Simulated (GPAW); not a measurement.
Write an ASE script for GPAW 26.7.0 that does the following.

| Item | Value |
| --- | --- |
| Task | equation of state |
| Functional | PBEsol |
| Potentials or basis | PAW data sets generated in the run's folder for this functional |
| Cutoff | 600 eV |
| Basis | pw |
| k mesh | 8 × 8 × 4 |
| Occupations | fermi-dirac, width 0.05 eV |
| Spin | no spin polarisation |
| Maxiter | 150 |
| Eos scales | [0.94, 0.96, 0.98, 1.0, 1.02, 1.04, 1.06] |

The system is TiTe2.

```
CELL_PARAMETERS angstrom
3.77700 0.00000 0.00000
-1.88850 3.27098 0.00000
0.00000 0.00000 6.49800
ATOMIC_POSITIONS crystal
Te 0.33333 0.66667 0.73720
Te 0.66667 0.33333 0.26280
Ti 0.00000 0.00000 0.00000
```

One way to write it, as run:

run.py

```python
from ase import Atoms
from ase.eos import EquationOfState
from ase.io import Trajectory
from ase.units import GPa
from gpaw import GPAW, PW, setup_paths

setup_paths.insert(0, '.')

atoms = Atoms(['Te', 'Te', 'Ti'],
              cell=[[3.777, 0.0, 0.0],
                    [-1.8885, 3.2709779501, 0.0],
                    [0.0, 0.0, 6.498]],
              scaled_positions=[[0.3333333333, 0.6666666667, 0.7372],
                                [0.6666666667, 0.3333333333, 0.2628],
                                [0.0, 0.0, 0.0]],
              pbc=True)

traj = Trajectory('eos.traj', 'w')
volumes, energies = [], []
for x in [0.94, 0.96, 0.98, 1.0, 1.02, 1.04, 1.06]:
    a = atoms.copy()
    a.set_cell(atoms.cell * x**(1 / 3), scale_atoms=True)
    calc = GPAW(mode=PW(600),
                xc='PBEsol',
                kpts={'size': (8, 8, 4), 'gamma': True},
                occupations={'name': 'fermi-dirac', 'width': 0.05},
                nbands=24,
                convergence={'density': 1e-05, 'energy': 1e-05},
                maxiter=150,
                txt=f'eos-{x:.2f}.txt')
    a.calc = calc
    energies.append(a.get_potential_energy(force_consistent=True))
    volumes.append(a.get_volume())
    p = -a.get_stress()[:3].mean() / GPa
    calc.write(f'eos-{x:.2f}.gpw')
    traj.write(a)
    print(f'{x:.2f} {volumes[-1]:10.4f} A^3 {energies[-1]:14.6f} eV {p:9.3f} GPa', flush=True)

v0, e0, B = EquationOfState(volumes, energies, eos='birchmurnaghan').fit()
print(f'V0 = {v0:.4f} A^3, E0 = {e0:.6f} eV, B0 = {B / GPa:.2f} GPa')
```

Potentials or basis: PAW data sets generated in the run's folder for this functional, pw.

Run with:

```bash
$ gpaw-setup -f PBEsol Te Ti
$ OMP_NUM_THREADS=1 python run.py
```

Results of the run:

```json
{"Equilibrium volume": "25.77 Å³/atom", "Bulk modulus at fixed shape and positions": "69 GPa", "Pressure derivative of the bulk modulus": "4.1"}
```

Caveat: the cell was scaled at fixed shape and fractional positions, which overstates the stiffness of a crystal with free parameters, most of all of layers and chains; this functional lacks dispersion, which binds the layers, so the pressure and a relaxed spacing across them are unreliable.

It took 3.9 min on 1 thread of Intel(R) Xeon(R) Platinum 8488C (Sapphire Rapids) (shared host), peak memory 0.43 GiB.
